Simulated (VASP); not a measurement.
# ZrC (Fm-3m) in VASP: single point with LDA

Aim: the single point of ZrC with LDA.

Everything below comes from runs of VASP 6.6.1. Logs are shortened: lines on timing, memory, paths and dates and some standing lists are left out, and cuts for length are marked.

### 1 The crystal as given

Symmetry: Fm-3m, No. 225, cubic system. Conventional cell: a = 4.700 Å, b = 4.700 Å, c = 4.700 Å, α = 90.00°, β = 90.00°, γ = 90.00°. Around Zr (site symmetry m-3m) lie 6 C at 2.35 Å. C (site symmetry m-3m) has 6 Zr at 2.35 Å as nearest neighbours.

### 2 Single point, LDA

Input file INCAR:

```
PREC     = Accurate       # precision mode
ENCUT    = 520            # plane-wave cutoff, eV
EDIFF    = 1E-7           # SCF threshold, eV
ISMEAR   = 0              # smearing method
SIGMA    = 0.1            # smearing width, eV
LREAL    = False          # projectors in reciprocal space
LASPH    = True           # aspherical terms in the spheres
NELM     = 60             # most SCF steps
ALGO     = Normal         # electronic algorithm
ISIF     = 2              # what is computed and relaxed
LWAVE    = False          # write WAVECAR
LCHARG   = True           # write CHGCAR
GGA      = CA             # functional
LELF     = True           # ELF
LVHAR    = True         
NBANDS   = 15             # bands
```

Input file KPOINTS:

```
regular mesh
0
Gamma
  6 6 6
```

Input file POSCAR:

```
ZrC
1.0
    0.0000000000      2.3502100000      2.3502100000
    2.3502100000      0.0000000000      2.3502100000
    2.3502100000      2.3502100000      0.0000000000
Zr C
1 1
Direct
    0.5000000000      0.5000000000      0.5000000000
    0.0000000000      0.0000000000      0.0000000000
```

Potentials or basis: VASP PAW LDA potentials, release 64 (Zr_sv, C).

Launch:

```bash
cat potpaw_LDA.64/Zr_sv/POTCAR potpaw_LDA.64/C/POTCAR > POTCAR
mpirun -np 1 vasp_std > vasp.out
```

OUTCAR:

```text
PREC = Accurate
   ENCUT = 520
   EDIFF = 1E-7
   ISMEAR = 0
   LREAL = False
   LASPH = True
   NELM = 60
   ISIF = 2
   GGA = CA

 ion  position               nearest neighbor table
   1  0.500  0.500  0.500-   2 2.35   2 2.35   2 2.35   2 2.35   2 2.35   2 2.35
   2  0.000  0.000  0.000-   1 2.35   1 2.35   1 2.35   1 2.35   1 2.35   1 2.35

  LATTYP: Found a face centered cubic cell.
 ALAT       =     4.7004200000

  Lattice vectors:

 A1 = (   0.0000000000,   2.3502100000,   2.3502100000)
 A2 = (   2.3502100000,   0.0000000000,   2.3502100000)
 A3 = (   2.3502100000,   2.3502100000,   0.0000000000)

Analysis of symmetry for initial positions (statically):
=====================================================================
 Subroutine PRICEL returns:
 Original cell was already a primitive cell.

 Routine SETGRP: Setting up the symmetry group for a
 face centered cubic supercell.

 Subroutine GETGRP returns: Found 48 space group operations
 (whereof 48 operations were pure point group operations)
 out of a pool of 48 trial point group operations.

The static configuration has the point symmetry O_h .

Analysis of symmetry for dynamics (positions and initial velocities):
=====================================================================
 Subroutine PRICEL returns:
 Original cell was already a primitive cell.

 Routine SETGRP: Setting up the symmetry group for a
 face centered cubic supercell.

 Subroutine GETGRP returns: Found 48 space group operations
 (whereof 48 operations were pure point group operations)
 out of a pool of 48 trial point group operations.

The dynamic configuration has the point symmetry O_h .

 Subroutine INISYM returns: Found 48 space group operations
 (whereof 48 operations are pure point group operations),
 and found     1 'primitive' translations

----------------------------------------------------------------------------------------

                                     Primitive cell

  volume of cell :      25.9627

  direct lattice vectors                    reciprocal lattice vectors
     0.000000000  2.350210000  2.350210000    -0.212746946  0.212746946  0.212746946
     2.350210000  0.000000000  2.350210000     0.212746946 -0.212746946  0.212746946
     2.350210000  2.350210000  0.000000000     0.212746946  0.212746946 -0.212746946

  length of vectors
     3.323698856  3.323698856  3.323698856     0.368488520  0.368488520  0.368488520

  position of ions in fractional coordinates (direct lattice)
     0.500000000  0.500000000  0.500000000
     0.000000000  0.000000000  0.000000000

  ion indices of the primitive-cell ions
   primitive index   ion index
                 1           1
                 2           2

----------------------------------------------------------------------------------------

 KPOINTS: regular mesh

Automatic generation of k-mesh.
 Grid dimensions read from file:
 generate k-points for:    6    6    6

 Generating k-lattice:

  Cartesian coordinates                     Fractional coordinates (reciprocal lattice)
    -0.035457824  0.035457824  0.035457824     0.166666667  0.000000000  0.000000000
     0.035457824 -0.035457824  0.035457824     0.000000000  0.166666667  0.000000000
     0.035457824  0.035457824 -0.035457824     0.000000000  0.000000000  0.166666667

  Length of vectors
     0.061414753  0.061414753  0.061414753

  Shift w.r.t. Gamma in fractional coordinates (k-lattice)
     0.000000000  0.000000000  0.000000000

 Subroutine IBZKPT returns following result:
 ===========================================

 Found     16 irreducible k-points:

 Following reciprocal coordinates:
            Coordinates               Weight
  0.000000  0.000000  0.000000      1.000000
  0.166667  0.000000  0.000000      8.000000
  0.333333  0.000000  0.000000      8.000000
  0.500000  0.000000  0.000000      4.000000
  0.166667  0.166667  0.000000      6.000000
  0.333333  0.166667  0.000000     24.000000
[... 8 lines left out ...]
 -0.333333  0.333333  0.166667     24.000000
 -0.333333  0.500000  0.166667     12.000000
   k-points           NKPTS =     16   k-points in BZ     NKDIM =     16   number of bands    NBANDS=     15
   number of dos      NEDOS =    301   number of ions     NIONS =      2
   total plane-waves  NPLWV =  21952
   dimension x,y,z NGX =    28 NGY =   28 NGZ =   28
   dimension x,y,z NGXF=    56 NGYF=   56 NGZF=   56
   ions per type =               1   1
   NGX,Y,Z   is equivalent  to a cutoff of  14.01, 14.01, 14.01 a.u.
   NGXF,Y,Z  is equivalent  to a cutoff of  28.01, 28.01, 28.01 a.u.
 SYSTEM =  unknown system
   PREC   = accura    normal or accurate (medium, high low for compatibility)
   ISTART =      0    job   : 0-new  1-cont  2-samecut
   ICHARG =      2    charge: 1-file 2-atom 10-const
   ISPIN  =      1    spin polarized calculation?
   LNONCOLLINEAR =      F non collinear calculations
   LSORBIT =      F    spin-orbit coupling
   LASPH  =      T    aspherical Exc in radial PAW
   ENCUT  =  520.0 eV  38.22 Ry    6.18 a.u.   6.18  6.18  6.18*2*pi/ulx,y,z
   NELM   =     60;   NELMIN=  2; NELMDL= -5     # of ELM steps
   EDIFF  = 0.1E-06   stopping-criterion for ELM
   LREAL  =      F    real-space projection
   EDIFFG = 0.1E-05   stopping-criterion for IOM
   NSW    =      0    number of steps for IOM
   IBRION =     -1    ionic relax: 0-MD 1-quasi-New 2-CG
   NFREE  =      0    steps in history (QN), initial steepest desc. (CG)
   ISIF   =      2    stress and relaxation
   ISYM   =      2    0-nonsym 1-usesym 2-fastsym
   POTIM  = 0.5000    time-step for ionic-motion
   TEBEG  =    0.0;   TEEND  =   0.0 temperature during run
   PSTRESS=    0.0 pullay stress
   NELECT =      16.0000    total number of electrons
   NUPDOWN=      -1.0000    fix difference up-down
   EMIN   =  10.00;   EMAX   =-10.00  energy-range for DOS
   EFERMI =   0.00;   METHOD = LEGACY
   ISMEAR =     0;   SIGMA  =   0.10  broadening in eV -4-tet -1-fermi 0-gaus
   EFERMI_NEDOS =   21; number of points for ismear=-14 and -15
   IALGO  =     38    algorithm
   IMIX   =      4    mixing-type and parameters
     AMIX     =   0.40;   BMIX     =  1.00
     AMIX_MAG =   1.60;   BMIX_MAG =  1.00
  volume/ion in A,a.u.               =      12.98        87.60
  Fermi-wavevector in a.u.,A,eV,Ry     =   1.393151  2.632673 26.407131  1.940869
  Thomas-Fermi vector in A             =   2.516825
   LORBIT       =      0    0 simple, 1 ext, 2 COOP (PROOUT), +10 PAW based schemes
   GGA     = CA    functional components
   LHFCALC =     F    Hartree Fock is set to
   AEXX    =    0.0000 exact exchange contribution
   IVDW    =     0    specifies the selected vdW correction
   LEPSILON=     F    determine dielectric tensor
   LRPA    =     F    only Hartree local field effects (RPA)
 non-spin polarized calculation
 Gauss-broadening in eV      SIGMA  =   0.10
  energy-cutoff  :      520.00
  volume of cell :       25.96
 maximum number of plane-waves:       725
 NGX is ok and might be reduce to    28
   NGX = 13   NGY = 13   NGZ = 13

 number of electron      16.0000000 magnetization

 Free energy of the ion-electron system (eV)
  ---------------------------------------------------
  ext. energy  EPLUGINS =         0.00000000
  ---------------------------------------------------
  free energy    TOTEN  =       -21.24541173 eV

  energy without entropy =      -21.24479083  energy(sigma->0) =      -21.24510128

 E-fermi :   9.3762     XC(G=0): -12.3575

 val. band max:        9.2048630497   @ k =   0.3333   0.3333   0.0000
 cond. band min:       9.5252944284   @ k =   0.1667   0.1667   0.0000
 fundamental gap:      0.3204313787
 Fermi energy:         9.3761949900

 k-point     1 :       0.0000    0.0000    0.0000
  band No.  band energies     occupation
      1     -38.3619      2.00000
      2     -16.2214      2.00000
      3     -16.2214      2.00000
      4     -16.2214      2.00000
      5      -1.6971      2.00000
      6      10.4021      0.00000
      7      10.4021      0.00000
      8      10.4021      0.00000
      9      10.4786      0.00000
     10      10.4786      0.00000
     11      10.4786      0.00000
     12      12.2403      0.00000
     13      12.2403      0.00000
     14      16.8452      0.00000
     15      19.9046      0.00000

 k-point     2 :       0.1667    0.0000    0.0000
  band No.  band energies     occupation
      1     -38.3359      2.00000
      2     -16.4522      2.00000
      3     -16.2419      2.00000
      4     -16.2419      2.00000
      5      -1.0863      2.00000
      6       8.0288      2.00000
      7       8.5589      2.00000
      8       8.5589      2.00000
      9      11.2545      0.00000
     10      11.2545      0.00000
     11      11.7148      0.00000
     12      14.5835      0.00000
     13      14.5835      0.00000
     14      17.9207      0.00000
     15      21.4291      0.00000

 k-point     3 :       0.3333    0.0000    0.0000
  band No.  band energies     occupation
      1     -38.2835      2.00000
      2     -16.8860      2.00000
      3     -16.2825      2.00000
      4     -16.2825      2.00000
      5       0.3587      2.00000
      6       5.5344      2.00000
      7       7.0429      2.00000
      8       7.0429      2.00000
      9      12.8011      0.00000
     10      12.8011      0.00000
     11      12.9175      0.00000
     12      17.7748      0.00000
     13      17.7748      0.00000
     14      18.2314      0.00000
     15      23.3033      0.00000
[... 199 lines left out ...]
 k-point    15 :      -0.3333    0.3333    0.1667
  band No.  band energies     occupation
      1     -38.2311      2.00000
      2     -16.8726      2.00000
      3     -16.6376      2.00000
      4     -16.4352      2.00000
      5       0.4651      2.00000
      6       5.8164      2.00000
      7       7.0599      2.00000
      8       7.2808      2.00000
      9      12.6731      0.00000
     10      12.8311      0.00000
     11      14.8729      0.00000
     12      17.1078      0.00000
     13      17.4286      0.00000
     14      20.9952      0.00000
     15      23.0396      0.00000

 k-point    16 :      -0.3333    0.5000    0.1667
  band No.  band energies     occupation
      1     -38.2225      2.00000
      2     -16.8584      2.00000
      3     -16.6292      2.00000
      4     -16.5285      2.00000
      5      -0.0073      2.00000
      6       7.1833      2.00000
      7       7.2215      2.00000
      8       7.3854      2.00000
      9      11.2759      0.00000
     10      14.0023      0.00000
     11      15.0774      0.00000
     12      15.7278      0.00000
     13      17.1146      0.00000
     14      21.7626      0.00000
     15      21.9199      0.00000

------------------------ aborting loop because EDIFF is reached ----------------------------------------

  FORCE on cell =-STRESS in cart. coord.  units (eV):
  Direction    XX          YY          ZZ          XY          YZ          ZX
  --------------------------------------------------------------------------------------
  -------------------------------------------------------------------------------------
  Total       -1.2913237     -1.2913237     -1.2913237      0.0000000      0.0000000     -0.0000000
  in kB      -79.6885070    -79.6885070    -79.6885070      0.0000000      0.0000000     -0.0000000
  external PRESSURE =     -79.6885070 kB  Pullay stress =       0.0000000 kB

 VOLUME and BASIS-vectors are now :
 -----------------------------------------------------------------------------
  energy-cutoff  :      520.00
  volume of cell :       25.96
      direct lattice vectors                 reciprocal lattice vectors
     0.000000000  2.350210000  2.350210000    -0.212746946  0.212746946  0.212746946
     2.350210000  0.000000000  2.350210000     0.212746946 -0.212746946  0.212746946
     2.350210000  2.350210000  0.000000000     0.212746946  0.212746946 -0.212746946

 POSITION                                       TOTAL-FORCE (eV/Angst)
 -----------------------------------------------------------------------------------
      2.35021      2.35021      2.35021        -0.000000      0.000000     -0.000000
      0.00000      0.00000      0.00000         0.000000     -0.000000      0.000000
 -----------------------------------------------------------------------------------
    total drift:                                0.000000      0.000000      0.000000

  FREE ENERGIE OF THE ION-ELECTRON SYSTEM (eV)
  ---------------------------------------------------
  free  energy   TOTEN  =       -21.2454117317 eV

  energy  without entropy=      -21.2447908326  energy(sigma->0) =      -21.24510128
```

Wall time 5.6 s (1 thread of Intel Xeon 6975P-C (Granite Rapids), shared host); peak memory 0.14 GiB.

What came out:

| Item | Value |
| --- | --- |
| Free energy | -21.2454 eV |
| Pressure | -8.0 GPa |
| Band gap on the k mesh | none (metal or under the smearing width) |

Levels at points of the mesh, in eV from the Fermi level:
```
           k point  band 6  band 7  band 8  band 9  band 10  band 11
(0.00, 0.00, 0.00)    1.03    1.03    1.03    1.10     1.10     1.10
(0.50, 0.00, 0.00)   -5.23   -2.86   -2.86    4.52     4.52     5.36
(0.50, 0.50, 0.00)   -1.94   -1.74    0.16    0.16     4.52     5.69
```

Caveat: the k mesh is coarse (spacing up to 0.39 Å⁻¹), so the values aren't converged.
